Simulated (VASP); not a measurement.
# MoP (P-6m2) in VASP: a series of runs, part 2 of 2

VASP 6.6.1. The steps go on from the part before.

## (4) Single point, PBE

INCAR

```
ALGO     = Normal         # electronic algorithm
EDIFF    = 1E-6           # SCF threshold, eV
ENCUT    = 500            # plane-wave cutoff, eV
GGA      = PE             # functional
ISIF     = 2              # what is computed and relaxed
ISMEAR   = 0              # smearing method
LASPH    = T              # aspherical terms in the spheres
LCHARG   = F              # write CHGCAR
LREAL    = F              # projectors in reciprocal space
LWAVE    = F              # write WAVECAR
NBANDS   = 16             # bands
NELM     = 100            # most SCF steps
PREC     = Accurate       # precision mode
SIGMA    = 0.02           # smearing width, eV
```

KPOINTS

```
k-points
0
Gamma
  6 6 5
```

POSCAR

```
MoP
1.0
    3.2230000000      0.0000000000      0.0000000000
   -1.6115000000      2.7911998764      0.0000000000
    0.0000000000      0.0000000000      3.1910000000
Mo P
1 1
Direct
    0.0000000000      0.0000000000      0.0000000000
    0.3333333333      0.6666666667      0.5000000000
```

Potentials or basis: VASP PAW PBE potentials, release 64 (Mo_sv_GW, P_GW).

The run is started by

```sh
> cat potpaw_PBE.64/Mo_sv_GW/POTCAR potpaw_PBE.64/P_GW/POTCAR > POTCAR
> mpirun -np 1 vasp_std > vasp.out
```

OUTCAR:

```text
EDIFF = 1E-6
   ENCUT = 500
   GGA = PE
   ISIF = 2
   ISMEAR = 0
   LASPH = T
   LREAL = F
   NELM = 100
   PREC = Accurate

 ion  position               nearest neighbor table
   1  0.000  0.000  0.000-   2 2.45   2 2.45   2 2.45   2 2.45   2 2.45   2 2.45
   2  0.333  0.667  0.500-   1 2.45   1 2.45   1 2.45   1 2.45   1 2.45   1 2.45

  LATTYP: Found a hexagonal cell.
 ALAT       =     3.2230000000
 C/A-ratio  =     0.9900713621

  Lattice vectors:

 A1 = (   3.2230000000,   0.0000000000,   0.0000000000)
 A2 = (  -1.6115000000,   2.7911998764,   0.0000000000)
 A3 = (   0.0000000000,   0.0000000000,   3.1910000000)

Analysis of symmetry for initial positions (statically):
=====================================================================
 Subroutine PRICEL returns:
 Original cell was already a primitive cell.

 Routine SETGRP: Setting up the symmetry group for a
 hexagonal supercell.

 Subroutine GETGRP returns: Found 12 space group operations
 (whereof 12 operations were pure point group operations)
 out of a pool of 24 trial point group operations.

The static configuration has the point symmetry D_3h.

Analysis of symmetry for dynamics (positions and initial velocities):
=====================================================================
 Subroutine PRICEL returns:
 Original cell was already a primitive cell.

 Routine SETGRP: Setting up the symmetry group for a
 hexagonal supercell.

 Subroutine GETGRP returns: Found 12 space group operations
 (whereof 12 operations were pure point group operations)
 out of a pool of 24 trial point group operations.

The dynamic configuration has the point symmetry D_3h.

 Subroutine INISYM returns: Found 12 space group operations
 (whereof 12 operations are pure point group operations),
 and found     1 'primitive' translations

----------------------------------------------------------------------------------------

[... 107 lines left out ...]
     AMIX     =   0.40;   BMIX     =  1.00
     AMIX_MAG =   1.60;   BMIX_MAG =  1.00
  volume/ion in A,a.u.               =      14.35        96.86
  Fermi-wavevector in a.u.,A,eV,Ry     =   1.426702  2.696076 27.694378  2.035479
  Thomas-Fermi vector in A             =   2.546951
   LORBIT       =      0    0 simple, 1 ext, 2 COOP (PROOUT), +10 PAW based schemes
   GGA     = PE    functional components
   LHFCALC =     F    Hartree Fock is set to
   AEXX    =    0.0000 exact exchange contribution
   IVDW    =     0    specifies the selected vdW correction
   LEPSILON=     F    determine dielectric tensor
   LRPA    =     F    only Hartree local field effects (RPA)
 non-spin polarized calculation
 Gauss-broadening in eV      SIGMA  =   0.02
  energy-cutoff  :      500.00
  volume of cell :       28.71
 maximum number of plane-waves:       742
 NGX is ok and might be reduce to    24
   NGX = 11   NGY = 11   NGZ = 11

 number of electron      18.9999999 magnetization

 Free energy of the ion-electron system (eV)
  ---------------------------------------------------
  ext. energy  EPLUGINS =         0.00000000
  ---------------------------------------------------
  free energy    TOTEN  =       -18.43312302 eV

  energy without entropy =      -18.43237538  energy(sigma->0) =      -18.43274920

 E-fermi :  11.5398     XC(G=0): -12.6339

 val. band max:       11.5367373433   @ k =   0.1667   0.1667   0.4000
 cond. band min:      11.6371373493   @ k =   0.1667  -0.0000   0.0000
 fundamental gap:      0.1004000060
 Fermi energy:        11.5397907965

 k-point     1 :       0.0000    0.0000    0.0000
  band No.  band energies     occupation
      1     -49.6583      2.00000
      2     -23.8128      2.00000
      3     -23.5937      2.00000
      4     -23.5937      2.00000
      5      -2.3624      2.00000
      6       7.3779      2.00000
[... 376 lines left out ...]
      3     -23.8097      2.00000
      4     -23.7796      2.00000
      5       0.7328      2.00000
      6       4.8011      2.00000
[... 8 lines left out ...]
     15      18.1215      0.00000
     16      22.4747      0.00000

------------------------ aborting loop because EDIFF is reached ----------------------------------------

  FORCE on cell =-STRESS in cart. coord.  units (eV):
  Direction    XX          YY          ZZ          XY          YZ          ZX
  --------------------------------------------------------------------------------------
  -------------------------------------------------------------------------------------
  Total        0.4414380      0.4414380      0.2674788      0.0000000     -0.0000000      0.0000000
  in kB       24.6378164     24.6378164     14.9286996      0.0000000     -0.0000000      0.0000000
  external PRESSURE =      21.4014441 kB  Pullay stress =       0.0000000 kB

 VOLUME and BASIS-vectors are now :
 -----------------------------------------------------------------------------
  energy-cutoff  :      500.00
  volume of cell :       28.71
      direct lattice vectors                 reciprocal lattice vectors
     3.223000000  0.000000000  0.000000000     0.310269935  0.179134430  0.000000000
    -1.611500000  2.791199876  0.000000000     0.000000000  0.358268861  0.000000000
     0.000000000  0.000000000  3.191000000     0.000000000  0.000000000  0.313381385

 POSITION                                       TOTAL-FORCE (eV/Angst)
 -----------------------------------------------------------------------------------
      0.00000      0.00000      0.00000         0.000000      0.000000      0.000000
     -0.00000      1.86080      1.59550        -0.000000      0.000000      0.000000
 -----------------------------------------------------------------------------------
    total drift:                                0.000000     -0.000000      0.000000

  FREE ENERGIE OF THE ION-ELECTRON SYSTEM (eV)
  ---------------------------------------------------
  free  energy   TOTEN  =       -18.4331230181 eV

  energy  without entropy=      -18.4323753816  energy(sigma->0) =      -18.43274920
```

OSZICAR:

```text
N       E                     dE             d eps       ncg     rms          rms(c)
DAV:   1     0.140906530347E+03    0.14091E+03   -0.97170E+03   680   0.116E+03
DAV:   2    -0.959750719442E+01   -0.15050E+03   -0.14307E+03   912   0.524E+02
DAV:   3    -0.205716188988E+02   -0.10974E+02   -0.10868E+02  1120   0.111E+02
DAV:   4    -0.208374366972E+02   -0.26582E+00   -0.26571E+00   920   0.193E+01
DAV:   5    -0.208423431304E+02   -0.49064E-02   -0.49062E-02  1152   0.248E+00    0.888E+00
DAV:   6    -0.184751210452E+02    0.23672E+01   -0.86166E+00  1128   0.346E+01    0.299E+00
DAV:   7    -0.184434214587E+02    0.31700E-01   -0.42941E-01   912   0.776E+00    0.215E+00
DAV:   8    -0.184332965931E+02    0.10125E-01   -0.51977E-02  1008   0.205E+00    0.138E-01
DAV:   9    -0.184330822567E+02    0.21434E-03   -0.32302E-03  1032   0.478E-01    0.877E-02
DAV:  10    -0.184331216433E+02   -0.39387E-04   -0.28726E-04  1064   0.224E-01    0.277E-02
DAV:  11    -0.184331239953E+02   -0.23519E-05   -0.12884E-05  1088   0.401E-02    0.704E-03
DAV:  12    -0.184331230181E+02    0.97711E-06   -0.78354E-07   752   0.104E-02
   1 F= -.18433123E+02 E0= -.18432749E+02  d E =-.747637E-03
```

Wall time 7.4 s (1 thread of AMD EPYC 9R45 (Zen 5), shared host); peak memory 0.12 GiB.

What came out:

| Property | Result |
| --- | --- |
| Free energy | -18.4331 eV |
| Pressure | 2.1 GPa |
| Band gap on the k mesh | none (metal or under the smearing width) |

Stress tensor (GPa, compression positive):
```
2.46 0.00 0.00
0.00 2.46 0.00
0.00 0.00 1.49
```

Caveat: the k mesh is coarse (spacing up to 0.39 Å⁻¹), so the values aren't converged.

## (5) Summary

| task | level | potentials or basis | cell | k mesh | cutoff (eV) | smearing | target pressure | mesh quality | gap on the mesh (eV) | pressure (GPa) |
| --- | --- | --- | --- | --- | --- | --- | --- | --- | --- | --- |
| relaxation of cell and atoms | PBEsol | VASP PAW PBE potentials, release 64 (Mo_sv, P) | relaxed to 30 GPa | 10 × 10 × 8 | 600 | fermi-dirac 0.05 eV | 30 GPa | not flagged | none | 30.0 |
| single point | PBE | VASP PAW PBE potentials, release 64 (Mo_sv_GW, P_GW) | as given | 5 × 5 × 4 | 350 | gaussian 0.02 eV | - | coarse | none | - |
| single point | PBE | VASP PAW PBE potentials, release 64 (Mo_sv_GW, P_GW) | as given | 6 × 6 × 5 | 500 | gaussian 0.02 eV | - | coarse | none | 2.1 |

Alike in all rows: no spin polarisation.

Caveats: some runs use coarse meshes; the cell is relaxed towards a set pressure, so the enthalpy falls and the energy may rise (some runs); the PAW data sets were made with another functional, which shifts forces and pressure a little (some runs); the cutoff is under 1.25 times the usual one of these potentials, so pressure, stress and relaxed cells hold a basis-set (Pulay) error (some runs).

Absolute energies hang on the potentials; compare differences alone.
